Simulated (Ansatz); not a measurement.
# Na under changes of volume

One of the cells (37.052 Å³/atom); the others are scaled copies at fixed shape and fractional positions:

```
Na
1.0
     3.19665   -1.85655    0.00000
     3.19665    1.85655    0.00000
    -2.17445    0.00000    9.36485
Na
3
Direct
  0.77758 0.77758 0.33332
  0.22242 0.22242 0.66668
  0.00000 0.00000 0.00000
```

This isn't the form of Na at room conditions, which is bcc.

- Program: Ansatz 0.2.0
- Functional: PBE
- Potentials or basis: Ansatz PAW
- Cutoff: 420 eV (not typed: the program's choice for these potentials)
- k mesh: 8 × 8 × 3
- Occupations: fermi-dirac, width 0.05 eV
- Spin: no spin polarisation

| volume (Å³/atom) | energy over the lowest point (meV/atom) | pressure (GPa) |
| --- | --- | --- |
| 34.829 | 3.70 | 0.6 |
| 35.570 | 1.63 | 0.4 |
| 36.311 | 0.42 | 0.2 |
| 37.052 | 0.00 | 0.0 |
| 37.793 | 0.30 | -0.1 |
| 38.534 | 1.25 | -0.3 |
| 39.275 | ? | ? |

Q: What does the run at 39.275 Å³/atom give?

A: Energy over the lowest point 2.79 meV/atom; pressure -0.4 GPa.

Worked out: A Birch-Murnaghan fit of order 3 (a polynomial in V^(-2/3)) to the other rows has its minimum at 37.10 Å³/atom with B0 = V·E''(V) = 7.7 GPa and B' = 3.6 at fixed shape and positions, which overstates the stiffness. It gives 2.80 meV/atom at 39.275 Å³/atom, against the run's 2.79, and -dE/dV = -0.4 GPa, against -0.4.

Energies are extrapolated to zero smearing.
